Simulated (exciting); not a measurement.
# Al (Fm-3m) in exciting: equation of state, part 2 of 2

exciting (release sodium).

## Step 3: Equation of state, PBEsol, 15.94 Å³/atom (volume scaled by 0.96)

Input file input.xml:

```xml
<input>
  <title>Al</title>
  <structure speciespath="./" tshift="false">
    <crystal scale="1">
      <basevect>0.000000000000 3.774613446206 3.774613446206</basevect>
      <basevect>3.774613446206 0.000000000000 3.774613446206</basevect>
      <basevect>3.774613446206 3.774613446206 0.000000000000</basevect>
    </crystal>
    <species speciesfile="Al.xml" rmt="2">
      <atom coord="0.000000000000 0.000000000000 0.000000000000"/>
    </species>
  </structure>
  <groundstate do="fromscratch" ngridk="11 11 11" rgkmax="7.5" gmaxvr="14" lmaxapw="10" lmaxmat="10" lmaxvr="8" xctype="GGA_PBE_SOL" stype="Fermi Dirac" swidth="0.00183747" nempty="8" ValenceRelativity="iora*" epsengy="1e-05" epspot="1e-05" maxscl="60" outputlevel="normal"/>
</input>
```

Potentials or basis: all-electron LAPW+lo, shipped species files, valence relativity iora*.

The run is started by

```sh
OMP_NUM_THREADS=1 exciting_smp
```

Run time: 9.6 s. Hardware: 1 thread of Intel Xeon Platinum 8375C at 2.90GHz (Ice Lake), shared host; peak memory 0.1 GiB.

It converged, with:

* Free energy: -6594.5775 eV
* Band gap on the k mesh: none (metal or under the smearing width)
* All electrons inside the program's atomic spheres: Al 10.89 (radii Al 2.0 bohr)

Caveat: the log's total energy holds no entropy term; the free energy is that total less TS from the occupations.

## Step 4: Equation of state, PBEsol, 16.27 Å³/atom (volume scaled by 0.98)

input.xml: that of step 3 with these lines changed.

```diff
@@ -4,5 +4,5 @@
     <crystal scale="1">
-      <basevect>0.000000000000 3.774613446206 3.774613446206</basevect>
-      <basevect>3.774613446206 0.000000000000 3.774613446206</basevect>
-      <basevect>3.774613446206 3.774613446206 0.000000000000</basevect>
+      <basevect>0.000000000000 3.800646085586 3.800646085586</basevect>
+      <basevect>3.800646085586 0.000000000000 3.800646085586</basevect>
+      <basevect>3.800646085586 3.800646085586 0.000000000000</basevect>
     </crystal>
```

The run is started by

```sh
OMP_NUM_THREADS=1 exciting_smp
```

Run time: 10 s. Hardware: 1 thread of Intel Xeon Platinum 8375C at 2.90GHz (Ice Lake), shared host; peak memory 0.1 GiB.

The run converged. Its results:

```
Free energy                                       : -6594.5787 eV
Band gap on the k mesh                            : none (metal or under the smearing width)
All electrons inside the program's atomic spheres : Al 10.88 (radii Al 2.0 bohr)
```

Caveat: the log's total energy holds no entropy term; the free energy is that total less TS from the occupations.

## Step 5: Equation of state, PBEsol, 16.60 Å³/atom

input.xml: that of step 4 with these lines changed.

```diff
@@ -4,5 +4,5 @@
     <crystal scale="1">
-      <basevect>0.000000000000 3.800646085586 3.800646085586</basevect>
-      <basevect>3.800646085586 0.000000000000 3.800646085586</basevect>
-      <basevect>3.800646085586 3.800646085586 0.000000000000</basevect>
+      <basevect>0.000000000000 3.826326905773 3.826326905773</basevect>
+      <basevect>3.826326905773 0.000000000000 3.826326905773</basevect>
+      <basevect>3.826326905773 3.826326905773 0.000000000000</basevect>
     </crystal>
```

Potentials or basis: all-electron LAPW+lo, shipped species files, valence relativity iora*.

The run is started by

```sh
OMP_NUM_THREADS=1 exciting_smp
```

INFO.OUT:

```text
================================================================================
EXCITING SODIUM started
[... 10 lines left out ...]

 Lattice vectors (cartesian) :
      0.0000000000      3.8263269058      3.8263269058
      3.8263269058      0.0000000000      3.8263269058
      3.8263269058      3.8263269058      0.0000000000

 Reciprocal lattice vectors (cartesian) :
     -0.8210465888      0.8210465888      0.8210465888
      0.8210465888     -0.8210465888      0.8210465888
      0.8210465888      0.8210465888     -0.8210465888

 Unit cell volume                           :     112.0408024269
 Brillouin zone volume                      :       2.2139274985

 Species :    1 (Al)
     parameters loaded from                 :    Al.xml
     name                                   :    aluminium
     nuclear charge                         :     -13.00000000
     electronic charge                      :      13.00000000
     atomic mass                            :   49184.33493000
     muffin-tin radius                      :       2.00000000
     # of radial points in muffin-tin       :     300

     atomic positions (lattice) :
[... 34 lines left out ...]

 Maximum Hamiltonian size                   :     120
 Maximum number of plane-waves              :     113
 Total number of local-orbitals             :       7

 Exchange-correlation type                  :      22
[... 23 lines left out ...]
+ SCF iteration number :    1                                                  +
++++++++++++++++++++++++++++++++++++++++++++++++++++++++++++++++++++++++++++++++
 Total energy                               :      -241.93710540
 _______________________________________________________________
 Fermi energy                               :         0.26689674
 Kinetic energy                             :       243.06574453
 Coulomb energy                             :      -466.86987254
 Exchange energy                            :       -17.54589081
 Correlation energy                         :        -0.58708658
[... 279 lines left out ...]
 RMS change in effective potential (target) :  0.359638E-09  ( 0.100000E-04)
 Absolute change in total energy   (target) :  0.577186E-07  ( 0.100000E-04)
 Charge distance                   (target) :  0.737649E-09  ( 0.100000E-04)

++++++++++++++++++++++++++++++++++++++++++++++++++++++++++++++++++++++++++++++++
| Convergency criteria checked for the last 2 iterations                       +
| Convergence targets achieved. Performing final SCF iteration                 +
++++++++++++++++++++++++++++++++++++++++++++++++++++++++++++++++++++++++++++++++
 Total energy                               :      -242.34606100
 _______________________________________________________________
 Fermi energy                               :         0.26443842
 Kinetic energy                             :       242.73818846
 Coulomb energy                             :      -466.94238680
 Exchange energy                            :       -17.55473365
 Correlation energy                         :        -0.58712901

 DOS at Fermi energy (states/Ha/cell)       :        14.84343838

 Electron charges :
     core                                   :         4.00000000
     core leakage                           :         0.00135833
     valence                                :         9.00000000
     interstitial                           :         2.13023533
     charge in muffin-tin spheres :
                  atom     1    Al          :        10.86976467
     total charge in muffin-tins            :        10.86976467
     total charge                           :        13.00000000

++++++++++++++++++++++++++++++++++++++++++++++++++++++++++++++++++++++++++++++++
[... 12 lines left out ...]
| EXCITING SODIUM stopped                                                      =
================================================================================
```

It took 11 s on 1 thread of Intel Xeon Platinum 8375C at 2.90GHz (Ice Lake), shared host; peak memory 0.1 GiB.

Results:

```
Free energy                                       : -6594.5763 eV
Band gap on the k mesh                            : none (metal or under the smearing width)
All electrons inside the program's atomic spheres : Al 10.87 (radii Al 2.0 bohr)
```

Caveat: the log's total energy holds no entropy term; the free energy is that total less TS from the occupations.

## Step 6: Equation of state, PBEsol, 16.93 Å³/atom (volume scaled by 1.02)

input.xml: that of step 5 with these lines changed.

```diff
@@ -4,5 +4,5 @@
     <crystal scale="1">
-      <basevect>0.000000000000 3.826326905773 3.826326905773</basevect>
-      <basevect>3.826326905773 0.000000000000 3.826326905773</basevect>
-      <basevect>3.826326905773 3.826326905773 0.000000000000</basevect>
+      <basevect>0.000000000000 3.851667557494 3.851667557494</basevect>
+      <basevect>3.851667557494 0.000000000000 3.851667557494</basevect>
+      <basevect>3.851667557494 3.851667557494 0.000000000000</basevect>
     </crystal>
```

Potentials or basis: all-electron LAPW+lo, shipped species files, valence relativity iora*.

The run is started by

```sh
OMP_NUM_THREADS=1 exciting_smp
```

Wall time 11 s (1 thread of Intel Xeon Platinum 8375C at 2.90GHz (Ice Lake), shared host); peak memory 0.1 GiB.

Results (log left out):

```yaml
Free_energy: -6594.5710 eV
Band_gap_on_the_k_mesh: none (metal or under the smearing width)
All_electrons_inside_the_program's_atomic_spheres: Al 10.86 (radii Al 2.0 bohr)
```

Caveat: the log's total energy holds no entropy term; the free energy is that total less TS from the occupations.

## Step 7: Equation of state, PBEsol, 17.27 Å³/atom (volume scaled by 1.04)

input.xml: that of step 6 with these lines changed.

```diff
@@ -4,5 +4,5 @@
     <crystal scale="1">
-      <basevect>0.000000000000 3.851667557494 3.851667557494</basevect>
-      <basevect>3.851667557494 0.000000000000 3.851667557494</basevect>
-      <basevect>3.851667557494 3.851667557494 0.000000000000</basevect>
+      <basevect>0.000000000000 3.876679086764 3.876679086764</basevect>
+      <basevect>3.876679086764 0.000000000000 3.876679086764</basevect>
+      <basevect>3.876679086764 3.876679086764 0.000000000000</basevect>
     </crystal>
```

The run is started by

```sh
OMP_NUM_THREADS=1 exciting_smp
```

Wall time 9.9 s (1 thread of Intel Xeon Platinum 8375C at 2.90GHz (Ice Lake), shared host); peak memory 0.1 GiB.

Results (log left out):

* Free energy: -6594.5626 eV
* Band gap on the k mesh: none (metal or under the smearing width)
* All electrons inside the program's atomic spheres: Al 10.85 (radii Al 2.0 bohr)

Caveat: the log's total energy holds no entropy term; the free energy is that total less TS from the occupations.

## Step 8: Equation of state, PBEsol, 17.60 Å³/atom (volume scaled by 1.06)

input.xml: that of step 7 with these lines changed.

```diff
@@ -4,5 +4,5 @@
     <crystal scale="1">
-      <basevect>0.000000000000 3.876679086764 3.876679086764</basevect>
-      <basevect>3.876679086764 0.000000000000 3.876679086764</basevect>
-      <basevect>3.876679086764 3.876679086764 0.000000000000</basevect>
+      <basevect>0.000000000000 3.901371975896 3.901371975896</basevect>
+      <basevect>3.901371975896 0.000000000000 3.901371975896</basevect>
+      <basevect>3.901371975896 3.901371975896 0.000000000000</basevect>
     </crystal>
```

The run is started by

```sh
OMP_NUM_THREADS=1 exciting_smp
```

It took 11 s on 1 thread of Intel Xeon Platinum 8375C at 2.90GHz (Ice Lake), shared host; peak memory 0.1 GiB.

The run converged. Its results:

| Item | Value |
| --- | --- |
| Free energy | -6594.5521 eV |
| Band gap on the k mesh | none (metal or under the smearing width) |
| All electrons inside the program's atomic spheres | Al 10.84 (radii Al 2.0 bohr) |

Caveat: the log's total energy holds no entropy term; the free energy is that total less TS from the occupations.

## Step 9: Equation of state, PBEsol

Potentials or basis: all-electron LAPW+lo, shipped species files, valence relativity iora*.

This step only gathers the single runs of the series.

Results:

- Equilibrium volume: 16.21 Å³/atom
- Bulk modulus: 85 GPa
- Pressure derivative of the bulk modulus: 5.3

Energy against volume, from the lowest point:
```
volume (Å³/atom)  energy (meV/atom)
          15.607               6.44
          15.939               1.17
          16.271               0.00
          16.603               2.40
          16.935               7.70
          17.267              16.05
          17.599              26.59
```

## Step 10: How close it comes

Step 9. Measured bulk modulus of Al: 76.9 GPa (quoted in “The interpretation of polycrystalline coherent inelastic neutron scattering from aluminium”, 2013, pmc:3831299). This calculation gives 85 GPa (+11.0 %). The fit is for a static lattice scaled at fixed shape and fixed fractional positions. The cell as given is a measured one (16.60 Å³/atom); PBEsol puts the equilibrium volume -2.4 % from it, thermal expansion not counted.
